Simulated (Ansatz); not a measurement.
## Cl under changes of volume

One of the cells (29.048 Å³/atom); the others are scaled copies at fixed shape and fractional positions:

```
Cl
1.0
     3.14500   -2.25000    0.00000
     3.14500    2.25000    0.00000
     0.00000    0.00000    8.21000
Cl
4
Direct
  0.37000 0.63000 0.40000
  0.13000 0.87000 0.90000
  0.63000 0.37000 0.60000
  0.87000 0.13000 0.10000
```

* Program: Ansatz 0.2.0
* Functional: LDA
* Potentials or basis: all-electron LAPW, scalar-relativistic
* Cutoff: 283 eV (chosen from the basis error)
* Basis error allowed: 0.002 eV/atom
* k mesh: 7 × 7 × 4
* Occupations: fermi-dirac, width 0.05 eV
* Spin: no spin polarisation

```tsv
volume (Å³/atom)	energy over the lowest point (meV/atom)	pressure (GPa)	gap on the mesh (eV)	largest force (eV/Å)
27.305	0.00	-0.8	2.56	0.627
27.886	3.87	-1.4	2.49	0.354
28.467	9.84	-1.9	2.41	0.131
29.048	17.68	-2.4	2.34	0.193
29.629	27.16	-2.8	2.27	0.401
30.210	38.09	-3.2	2.21	0.605
30.791	?	?	?	?
```

Problem. What does the run at 30.791 Å³/atom give?

Solution. Energy over the lowest point 50.32 meV/atom; pressure -3.5 GPa; gap on the mesh 2.14 eV; largest force 0.797 eV/Å.

Worked out: A Birch-Murnaghan fit of order 3 (a polynomial in V^(-2/3)) to the other rows has its minimum at 26.68 Å³/atom, just outside them, with B0 = V·E''(V) = 34 GPa and B' = 4.7 at fixed shape and positions, which overstates the stiffness. It gives 50.30 meV/atom at 30.791 Å³/atom, against the run's 50.32, and -dE/dV = -3.5 GPa, against -3.5. A straight line through the other rows of the gap, of slope -3.51 eV per unit of ln V, extrapolates to 2.14 eV, against the run's 2.14.

Energies are extrapolated to zero smearing.

Caveats: an odd mesh through Γ misses points on the zone boundary, where band edges often lie.
